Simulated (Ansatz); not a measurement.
**AgI**

The computed numbers are results of PBE, scalar-relativistic (no spin polarisation) in the plane-wave PAW code Ansatz at 420 eV, 10×10×10 k-mesh, Gaussian smearing of 0.05 eV. The datasets are Ansatz's generated set soft_2.

```xyz
2
Lattice="0.0000 3.3128 3.3128 3.3128 0.0000 3.3128 3.3128 3.3128 0.0000" Properties=species:S:1:pos:R:3 pbc="T T T"
Ag    0.0000    0.0000    0.0000
I     4.9693    4.9693    4.9693
```

The chain of runs began from a cell as deposited in COD, expanded in volume. Of that entry: the entry's cell lengths or inner coordinates differ somewhat from later room-temperature determinations.

The cell above was scaled in volume, its shape and atoms being fixed by the lattice's symmetry. Energies are counted from the cell above.

Cell and atoms are those of this level's equilibrium.

```tsv
V (Å³/atom)	ΔE (meV/atom)	P (GPa)	gap on the mesh (eV)
34.90	5.4	1.22	1.34
35.63	1.4	0.58	1.34
36.36	0.0	0.03	1.34
37.09	1.0	-0.47	1.34
37.81	4.1	-0.90	1.35
```

Question: What do the points give for the equilibrium volume, the bulk modulus and its pressure derivative (third-order Birch–Murnaghan)?

Answer: V0 = 36.40 Å³/atom, B0 = 26 GPa, B0′ = 5.2.

B0·V0 = 26.0 GPa × 36.40 Å³ = 5.91 eV/atom sets the scale: near the minimum ΔE ≈ ½ B0 V0 x², with x = V/V0 − 1, and a pressure of 0.26 GPa squeezes the volume by about 1 %. At the ends of the curve: x = −4.1 % predicts 5.0 meV/atom and the run gives 5.4; x = +3.9 % predicts 4.5 meV/atom and the run gives 4.1. Compression costs more and expansion less than the parabola says, since the crystal stiffens as it shrinks; B0′ measures that.

Semilocal functionals underestimate band gaps, commonly by a third or more. Spin–orbit coupling, which matters for such heavy elements, is left out.
